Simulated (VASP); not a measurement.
# GaAs (F-43m) in VASP: notebook

Runs on GaAs. Level: PBE. Tasks: single point, relaxation of cell and atoms.

Program: VASP 6.6.1. These are calculated values, not measurements. Logs are shortened: lines on timing, memory, paths and dates and some standing lists are left out, and cuts for length are marked.

**What was measured.**

“Evidence of valence band perturbations in GaAsN/GaAs(001): A combined variable-angle spectroscopic ellipsometry and modulated photoreflectance investigation”, 2008, arxiv:0805.2212 reports, for a bulk crystal of GaAs at 300 K: band gap 1.412 ± 0.01 eV (direct).

The results are compared with them further down.

## 1. Starting point

Symmetry: F-43m, No. 216, cubic system. Conventional cell: a = 5.654 Å, b = 5.654 Å, c = 5.654 Å, α = 90.00°, β = 90.00°, γ = 90.00°. Around As (site symmetry -43m) lie 4 Ga at 2.45 Å. Ga (site symmetry -43m) has 4 As at 2.45 Å as nearest neighbours.

## 2. Single point, PBE

The input, INCAR:

```
PREC = Accurate
ENCUT = 520
EDIFF = 1E-6
ISMEAR = 0
SIGMA = 0.022
LREAL = F
LASPH = T
NELM = 80
ALGO = Normal
ISIF = 2
LWAVE = F
LCHARG = F
GGA = PE
NBANDS = 16
```

The input, KPOINTS:

```
regular mesh
0
Gamma
  8 8 8
```

The input, POSCAR:

```
GaAs
1.0
    0.0000000000      2.8268500000      2.8268500000
    2.8268500000      0.0000000000      2.8268500000
    2.8268500000      2.8268500000      0.0000000000
As Ga
1 1
Direct
    0.7500000000      0.7500000000      0.7500000000
    0.0000000000      0.0000000000      0.0000000000
```

Potentials or basis: VASP PAW PBE potentials, release 64 (As, Ga_d).

The run is started by

```console
cat potpaw_PBE.64/As/POTCAR potpaw_PBE.64/Ga_d/POTCAR > POTCAR
mpirun -np 1 vasp_std > vasp.out
```

OUTCAR:

```text
PREC = Accurate
   ENCUT = 520
   EDIFF = 1E-6
   ISMEAR = 0
   LREAL = F
   LASPH = T
   NELM = 80
   ISIF = 2
   GGA = PE

 ion  position               nearest neighbor table
   1  0.750  0.750  0.750-   2 2.45   2 2.45   2 2.45   2 2.45
   2  0.000  0.000  0.000-   1 2.45   1 2.45   1 2.45   1 2.45

  LATTYP: Found a face centered cubic cell.
 ALAT       =     5.6537000000

  Lattice vectors:

 A1 = (   0.0000000000,   2.8268500000,   2.8268500000)
 A2 = (   2.8268500000,   0.0000000000,   2.8268500000)
 A3 = (   2.8268500000,   2.8268500000,   0.0000000000)

Analysis of symmetry for initial positions (statically):
=====================================================================
 Subroutine PRICEL returns:
 Original cell was already a primitive cell.

 Routine SETGRP: Setting up the symmetry group for a
 face centered cubic supercell.

 Subroutine GETGRP returns: Found 24 space group operations
 (whereof 24 operations were pure point group operations)
 out of a pool of 48 trial point group operations.

The static configuration has the point symmetry T_d .

Analysis of symmetry for dynamics (positions and initial velocities):
=====================================================================
 Subroutine PRICEL returns:
 Original cell was already a primitive cell.

 Routine SETGRP: Setting up the symmetry group for a
 face centered cubic supercell.

 Subroutine GETGRP returns: Found 24 space group operations
 (whereof 24 operations were pure point group operations)
 out of a pool of 48 trial point group operations.

The dynamic configuration has the point symmetry T_d .

 Subroutine INISYM returns: Found 24 space group operations
 (whereof 24 operations are pure point group operations),
 and found     1 'primitive' translations

----------------------------------------------------------------------------------------

                                     Primitive cell

  volume of cell :      45.1792

  direct lattice vectors                    reciprocal lattice vectors
     0.000000000  2.826850000  2.826850000    -0.176875321  0.176875321  0.176875321
     2.826850000  0.000000000  2.826850000     0.176875321 -0.176875321  0.176875321
     2.826850000  2.826850000  0.000000000     0.176875321  0.176875321 -0.176875321

  length of vectors
     3.997769609  3.997769609  3.997769609     0.306357042  0.306357042  0.306357042

  position of ions in fractional coordinates (direct lattice)
     0.750000000  0.750000000  0.750000000
     0.000000000  0.000000000  0.000000000

  ion indices of the primitive-cell ions
   primitive index   ion index
                 1           1
                 2           2

----------------------------------------------------------------------------------------

 KPOINTS: regular mesh

Automatic generation of k-mesh.
 Grid dimensions read from file:
 generate k-points for:    8    8    8

 Generating k-lattice:

  Cartesian coordinates                     Fractional coordinates (reciprocal lattice)
    -0.022109415  0.022109415  0.022109415     0.125000000  0.000000000  0.000000000
     0.022109415 -0.022109415  0.022109415     0.000000000  0.125000000  0.000000000
     0.022109415  0.022109415 -0.022109415     0.000000000  0.000000000  0.125000000

  Length of vectors
     0.038294630  0.038294630  0.038294630

  Shift w.r.t. Gamma in fractional coordinates (k-lattice)
     0.000000000  0.000000000  0.000000000

 Subroutine IBZKPT returns following result:
 ===========================================

 Found     29 irreducible k-points:

 Following reciprocal coordinates:
            Coordinates               Weight
  0.000000  0.000000  0.000000      1.000000
  0.125000  0.000000  0.000000      8.000000
  0.250000  0.000000  0.000000      8.000000
  0.375000  0.000000  0.000000      8.000000
  0.500000  0.000000  0.000000      4.000000
  0.125000  0.125000  0.000000      6.000000
[... 16 lines left out ...]
  0.500000  0.250000  0.125000     48.000000
 -0.375000  0.250000  0.125000     24.000000
 [... further k-points ...]
   k-points           NKPTS =     29   k-points in BZ     NKDIM =     29   number of bands    NBANDS=     16
   number of dos      NEDOS =    301   number of ions     NIONS =      2
   total plane-waves  NPLWV =  27000
   dimension x,y,z NGX =    30 NGY =   30 NGZ =   30
   dimension x,y,z NGXF=    60 NGYF=   60 NGZF=   60
   ions per type =               1   1
   NGX,Y,Z   is equivalent  to a cutoff of  12.48, 12.48, 12.48 a.u.
   NGXF,Y,Z  is equivalent  to a cutoff of  24.95, 24.95, 24.95 a.u.
 SYSTEM =  unknown system
   PREC   = accura    normal or accurate (medium, high low for compatibility)
   ISTART =      0    job   : 0-new  1-cont  2-samecut
   ICHARG =      2    charge: 1-file 2-atom 10-const
   ISPIN  =      1    spin polarized calculation?
   LNONCOLLINEAR =      F non collinear calculations
   LSORBIT =      F    spin-orbit coupling
   LASPH  =      T    aspherical Exc in radial PAW
   ENCUT  =  520.0 eV  38.22 Ry    6.18 a.u.   7.43  7.43  7.43*2*pi/ulx,y,z
   NELM   =     80;   NELMIN=  2; NELMDL= -5     # of ELM steps
   EDIFF  = 0.1E-05   stopping-criterion for ELM
   LREAL  =      F    real-space projection
   EDIFFG = 0.1E-04   stopping-criterion for IOM
   NSW    =      0    number of steps for IOM
   IBRION =     -1    ionic relax: 0-MD 1-quasi-New 2-CG
   NFREE  =      0    steps in history (QN), initial steepest desc. (CG)
   ISIF   =      2    stress and relaxation
   ISYM   =      2    0-nonsym 1-usesym 2-fastsym
   POTIM  = 0.5000    time-step for ionic-motion
   TEBEG  =    0.0;   TEEND  =   0.0 temperature during run
   PSTRESS=    0.0 pullay stress
   NELECT =      18.0000    total number of electrons
   NUPDOWN=      -1.0000    fix difference up-down
   EMIN   =  10.00;   EMAX   =-10.00  energy-range for DOS
   EFERMI =   0.00;   METHOD = LEGACY
   ISMEAR =     0;   SIGMA  =   0.02  broadening in eV -4-tet -1-fermi 0-gaus
   EFERMI_NEDOS =   21; number of points for ismear=-14 and -15
   IALGO  =     38    algorithm
   IMIX   =      4    mixing-type and parameters
     AMIX     =   0.40;   BMIX     =  1.00
     AMIX_MAG =   1.60;   BMIX_MAG =  1.00
  volume/ion in A,a.u.               =      22.59       152.44
  Fermi-wavevector in a.u.,A,eV,Ry     =   1.204628  2.276417 19.743799  1.451128
  Thomas-Fermi vector in A             =   2.340347
   LORBIT       =      0    0 simple, 1 ext, 2 COOP (PROOUT), +10 PAW based schemes
   GGA     = PE    functional components
   LHFCALC =     F    Hartree Fock is set to
   AEXX    =    0.0000 exact exchange contribution
   IVDW    =     0    specifies the selected vdW correction
   LEPSILON=     F    determine dielectric tensor
   LRPA    =     F    only Hartree local field effects (RPA)
 non-spin polarized calculation
 Gauss-broadening in eV      SIGMA  =   0.02
  energy-cutoff  :      520.00
  volume of cell :       45.18
 maximum number of plane-waves:      1243
 NGX is ok and might be reduce to    30
   NGX = 15   NGY = 15   NGZ = 15

 number of electron      17.9999995 magnetization

 Free energy of the ion-electron system (eV)
  ---------------------------------------------------
  ext. energy  EPLUGINS =         0.00000000
  ---------------------------------------------------
  free energy    TOTEN  =        -8.24710843 eV

  energy without entropy =       -8.24710843  energy(sigma->0) =       -8.24710843

 E-fermi :   4.0419     XC(G=0):  -9.5875

 val. band max:        3.9328530126   @ k =   0.0000   0.0000   0.0000
 cond. band min:       4.4528469528   @ k =   0.0000   0.0000   0.0000
 fundamental gap:      0.5199939403
 Fermi energy:         4.0419499437

 k-point     1 :       0.0000    0.0000    0.0000
  band No.  band energies     occupation
      1     -10.8762      2.00000
      2     -10.8762      2.00000
      3     -10.8762      2.00000
      4     -10.7970      2.00000
      5     -10.7970      2.00000
      6      -8.7928      2.00000
[... 8 lines left out ...]
     15      14.0549      0.00000
     16      14.0549      0.00000

 k-point     2 :       0.1250    0.0000    0.0000
  band No.  band energies     occupation
      1     -10.8896      2.00000
      2     -10.8726      2.00000
      3     -10.8726      2.00000
      4     -10.7972      2.00000
      5     -10.7972      2.00000
      6      -8.6102      2.00000
[... 8 lines left out ...]
     15      13.2004      0.00000
     16      13.2004      0.00000

 k-point     3 :       0.2500    0.0000    0.0000
  band No.  band energies     occupation
      1     -10.9191      2.00000
      2     -10.8649      2.00000
      3     -10.8649      2.00000
      4     -10.7967      2.00000
      5     -10.7967      2.00000
      6      -8.1003      2.00000
[... 8 lines left out ...]
     15      12.9593      0.00000
     16      12.9593      0.00000

 k-point     4 :       0.3750    0.0000    0.0000
  band No.  band energies     occupation
      1     -10.9454      2.00000
      2     -10.8588      2.00000
      3     -10.8588      2.00000
      4     -10.7946      2.00000
      5     -10.7946      2.00000
      6      -7.4172      2.00000
[... 8 lines left out ...]
     15      14.1240      0.00000
     16      14.1240      0.00000

 k-point     5 :       0.5000    0.0000    0.0000
  band No.  band energies     occupation
      1     -10.9556      2.00000
      2     -10.8568      2.00000
      3     -10.8568      2.00000
      4     -10.7932      2.00000
      5     -10.7932      2.00000
      6      -7.0278      2.00000
[... 8 lines left out ...]
     15      15.8012      0.00000
     16      15.8012      0.00000

 k-point     6 :       0.1250    0.1250    0.0000
  band No.  band energies     occupation
      1     -10.8972      2.00000
      2     -10.8693      2.00000
      3     -10.8693      2.00000
      4     -10.7999      2.00000
      5     -10.7951      2.00000
      6      -8.5494      2.00000
[... 8 lines left out ...]
     15      12.8206      0.00000
     16      14.3066      0.00000

 k-point     7 :       0.2500    0.1250    0.0000
  band No.  band energies     occupation
      1     -10.9206      2.00000
      2     -10.8628      2.00000
      3     -10.8612      2.00000
      4     -10.8023      2.00000
      5     -10.7935      2.00000
      6      -8.1470      2.00000
[... 8 lines left out ...]
     15      14.0227      0.00000
     16      14.1285      0.00000

 k-point     8 :       0.3750    0.1250    0.0000
  band No.  band energies     occupation
      1     -10.9446      2.00000
      2     -10.8574      2.00000
      3     -10.8544      2.00000
      4     -10.8014      2.00000
      5     -10.7920      2.00000
      6      -7.5046      2.00000
[... 8 lines left out ...]
     15      14.1100      0.00000
     16      14.9328      0.00000

 k-point     9 :       0.5000    0.1250    0.0000
  band No.  band energies     occupation
      1     -10.9577      2.00000
      2     -10.8548      2.00000
      3     -10.8520      2.00000
      4     -10.7977      2.00000
      5     -10.7924      2.00000
      6      -6.9539      2.00000
[... 8 lines left out ...]
     15      15.2754      0.00000
     16      15.7990      0.00000
[... 172 lines left out ...]
 k-point    19 :       0.5000    0.3750    0.0000
  band No.  band energies     occupation
      1     -10.9809      2.00000
      2     -10.8338      2.00000
      3     -10.8308      2.00000
      4     -10.8177      2.00000
      5     -10.7863      2.00000
      6      -6.4461      2.00000
[... 8 lines left out ...]
     15      16.3965      0.00000
     16      16.8237      0.00000

 k-point    20 :      -0.3750    0.3750    0.0000
  band No.  band energies     occupation
      1     -10.9758      2.00000
      2     -10.8408      2.00000
      3     -10.8339      2.00000
      4     -10.8109      2.00000
      5     -10.7904      2.00000
      6      -6.3243      2.00000
[... 8 lines left out ...]
     15      14.4692      0.00000
     16      18.1886      0.00000

 k-point    21 :       0.5000    0.5000    0.0000
  band No.  band energies     occupation
      1     -10.9872      2.00000
      2     -10.8271      2.00000
      3     -10.8271      2.00000
      4     -10.8226      2.00000
      5     -10.7842      2.00000
      6      -6.2876      2.00000
[... 8 lines left out ...]
     15      17.2828      0.00000
     16      17.2848      0.00000

 k-point    22 :       0.3750    0.2500    0.1250
  band No.  band energies     occupation
      1     -10.9414      2.00000
      2     -10.8557      2.00000
      3     -10.8530      2.00000
      4     -10.8050      2.00000
      5     -10.7919      2.00000
      6      -7.6706      2.00000
[... 8 lines left out ...]
     15      14.8560      0.00000
     16      15.3484      0.00000

 k-point    23 :       0.5000    0.2500    0.1250
  band No.  band energies     occupation
      1     -10.9578      2.00000
      2     -10.8521      2.00000
      3     -10.8463      2.00000
      4     -10.8037      2.00000
      5     -10.7922      2.00000
      6      -7.0386      2.00000
[... 8 lines left out ...]
     15      14.7627      0.00000
     16      16.2014      0.00000

 k-point    24 :      -0.3750    0.2500    0.1250
  band No.  band energies     occupation
      1     -10.9639      2.00000
      2     -10.8514      2.00000
      3     -10.8438      2.00000
      4     -10.8013      2.00000
      5     -10.7935      2.00000
      6      -6.6855      2.00000
[... 8 lines left out ...]
     15      15.5475      0.00000
     16      16.0689      0.00000

 [... further k-points ...]
[... 5 lines left out ...]
  --------------------------------------------------------------------------------------
  -------------------------------------------------------------------------------------
  Total        0.9713738      0.9713738      0.9713738     -0.0000000      0.0000000     -0.0000000
  in kB       34.4475766     34.4475766     34.4475766     -0.0000000      0.0000000     -0.0000000
  external PRESSURE =      34.4475766 kB  Pullay stress =       0.0000000 kB

 VOLUME and BASIS-vectors are now :
 -----------------------------------------------------------------------------
  energy-cutoff  :      520.00
  volume of cell :       45.18
      direct lattice vectors                 reciprocal lattice vectors
     0.000000000  2.826850000  2.826850000    -0.176875321  0.176875321  0.176875321
     2.826850000  0.000000000  2.826850000     0.176875321 -0.176875321  0.176875321
     2.826850000  2.826850000  0.000000000     0.176875321  0.176875321 -0.176875321

 POSITION                                       TOTAL-FORCE (eV/Angst)
 -----------------------------------------------------------------------------------
      4.24027      4.24027      4.24027        -0.000000     -0.000000     -0.000000
      0.00000      0.00000      0.00000         0.000000      0.000000      0.000000
 -----------------------------------------------------------------------------------
    total drift:                               -0.000002     -0.000002     -0.000002

  FREE ENERGIE OF THE ION-ELECTRON SYSTEM (eV)
  ---------------------------------------------------
  free  energy   TOTEN  =        -8.2471084250 eV

  energy  without entropy=       -8.2471084250  energy(sigma->0) =       -8.24710843
```

Wall time 22 s (1 thread of Intel Xeon Platinum 8488C (Sapphire Rapids), shared host); peak memory 0.18 GiB.

Results:

* Free energy: -8.2471 eV
* Pressure: 3.4 GPa
* Band gap on the k mesh: 0.52 eV, direct

(Continued in part 2 of 2.)
